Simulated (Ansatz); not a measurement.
The system is InP.

```
In P
1.0
     0.00000    2.76883    2.76883
     2.76883    0.00000    2.76883
     2.76883    2.76883    0.00000
In P
1 1
Cartesian
  0.0000 0.0000 0.0000
  2.7688 2.7688 2.7688
```

Measurements of this composition are mostly on another form, of space group No. 216.

| Quantity | Value |
| --- | --- |
| Program | Ansatz 0.2.0 |
| Task | relaxation of cell and atoms |
| Functional | HSEsol |
| Potentials or basis | Ansatz PAW |
| Cutoff | 420 eV (not typed: the program's choice for these potentials) |
| k mesh | 4 × 4 × 4 |
| Occupations | fermi-dirac, width 0.05 eV |
| Spin | no spin polarisation |

At the start: volume 21.23 Å³/atom.

Q: How do energy, volume and symmetry change on relaxing?

A: It ends after 5 steps and the volume is 20.09 Å³/atom (-5.4 %); space group Fm-3m (No. 225, to 0.05 Å).

Step by step:
```csv
step,energy change (eV),largest force (eV/Å),volume (Å³)
1,0.0000,0.0000,42.45
2,-0.0036,0.0000,38.16
3,-0.0353,0.0000,40.37
4,-0.0356,0.0000,40.18
5,-0.0350,0.0000,40.18
```

Final structure:
```
In P
1.0
     0.00000    2.71850    2.71850
     2.71850    0.00000    2.71850
     2.71850    2.71850    0.00000
In P
1 1
Direct
  0.00000 0.00000 0.00000
  0.50000 0.50000 0.50000
```

Caveat: the k mesh is coarse (spacing up to 0.49 Å⁻¹), so the values aren't converged, least of all with exact exchange; the plane-wave basis is chosen anew once the cell has moved, so the energies of steps on either side of that aren't comparable; the PAW data sets come from PBE, with cores solved anew for the run's functional, which leaves a small shift of forces and pressure.
